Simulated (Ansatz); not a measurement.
# BN: random displacements

Theory: DFT PBE, scalar-relativistic, plane waves, PAW (Ansatz). Cutoff 420 eV, Γ-centred 12×12×4 k-points, Gaussian smearing of 0.05 eV. No spin polarisation. Energies are free energies at this smearing, counted from the undisturbed cell; pressure is positive in compression.

Zero of the scan (as given, not relaxed at this level):

```
CELL_PARAMETERS angstrom
2.50399 0.00000 0.00000
-1.25200 2.16852 0.00000
0.00000 0.00000 6.66120
ATOMIC_POSITIONS crystal
B 0.33333 0.66667 0.25000
B 0.66667 0.33333 0.75000
N 0.33333 0.66667 0.75000
N 0.66667 0.33333 0.25000
```

The cell holds layers and no dispersion correction was added, so their binding is poorly described.

The atoms are displaced (Å, in the unstrained cell):

```csv
atom,ux,uy,uz
B1,0.032,0.030,0.037
B2,-0.048,-0.009,-0.021
N3,0.000,0.007,0.024
N4,0.016,-0.028,-0.039
```

Strain (Voigt, engineering shear): (-0.0161, 0.0106, -0.0222, 0.0599, 0.0909, -0.0525).

(1) What are the energy change, the stress and the forces?

Answers

(1) ΔE = 75.0 meV/atom; stress (xx, yy, zz, yz, xz, xy; compression positive) (11.40, 1.56, 3.61, -0.62, 0.06, 14.45) GPa; gap on the mesh 3.82 eV.
```tsv
atom	Fx (eV/Å)	Fy	Fz
B1	-0.17	-2.36	-1.06
B2	1.41	0.32	0.71
N3	-1.39	-0.31	-0.74
N4	0.15	2.35	1.10
```

Cost: 1 run of about 0.21 core-minutes, on AMD EPYC 7R43 (Zen 3) (shared hosts).